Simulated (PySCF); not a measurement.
**Computed NMR parameters against published values**

Molfile (atoms numbered from 1):
```
C4H6O2
     RDKit          3D

 12 12  0  0  0  0  0  0  0  0999 V2000
    2.2228   -1.3742    0.2072 O   0  0  0  0  0  0  0  0  0  0  0  0
    1.1763   -0.8221    0.0564 C   0  0  0  0  0  0  0  0  0  0  0  0
    0.8503    0.6525    0.2144 C   0  0  0  0  0  0  0  0  0  0  0  0
   -0.6649    0.6611    0.3307 C   0  0  0  0  0  0  0  0  0  0  0  0
   -1.0341   -0.5746   -0.4858 C   0  0  0  0  0  0  0  0  0  0  0  0
    0.0522   -1.4754   -0.3174 O   0  0  0  0  0  0  0  0  0  0  0  0
    1.2019    1.1677   -0.6964 H   0  0  0  0  0  0  0  0  0  0  0  0
    1.3991    1.0801    1.0630 H   0  0  0  0  0  0  0  0  0  0  0  0
   -0.9661    0.5235    1.3810 H   0  0  0  0  0  0  0  0  0  0  0  0
   -1.1458    1.5757   -0.0420 H   0  0  0  0  0  0  0  0  0  0  0  0
   -1.1394   -0.3378   -1.5593 H   0  0  0  0  0  0  0  0  0  0  0  0
   -1.9524   -1.0766   -0.1517 H   0  0  0  0  0  0  0  0  0  0  0  0
  1  2  2  0
  2  3  1  0
  3  4  1  0
  4  5  1  0
  5  6  1  0
  6  2  1  0
  3  7  1  0
  3  8  1  0
  4  9  1  0
  4 10  1  0
  5 11  1  0
  5 12  1  0
M  END
```

Level of theory: shielding tensors at PBE0/pcSseg-1 (GIAO), geometry from PBE0-D3(BJ)/def2-SVP, in PySCF 2.14 (averaged over atoms made equivalent by symmetry, fast rotation or ring inversion, no solvent model, non-relativistic Hamiltonian, one computed conformer).

Reference values: measured (liquid, neat, 295 K; 17O NMR survey of organic solvents and oxofluorinated compounds, PMC5915748).
```json
{"atoms": "O1", "quantity": "δ ¹⁷O vs D2O (external)", "reference": "338.6", "computed": "–", "computed, scaled": "350.7"}
{"atoms": "O6", "quantity": "δ ¹⁷O vs D2O (external)", "reference": "179.5", "computed": "–", "computed, scaled": "164.4"}
```

Computed shifts are σ(ref) − σ with the named reference compound (TMS for H and C) calculated as an isolated molecule at the same level. The measured values may be among those fitted. Shieldings were converted by a linear fit to measured shifts: ¹⁷O: δ = 263.91 − 0.892σ (rms 13.5 ppm, 141 shifts, 14.3 ppm with the 1 outlier that the fit left out vs liquid water, solution or neat liquid). A few per cent of atoms miss by over 2 rms, more outside the fitted compound classes.

2 of the 16 published NMR values on file for this molecule are compared. The rest: values whose atom or origin is in doubt.
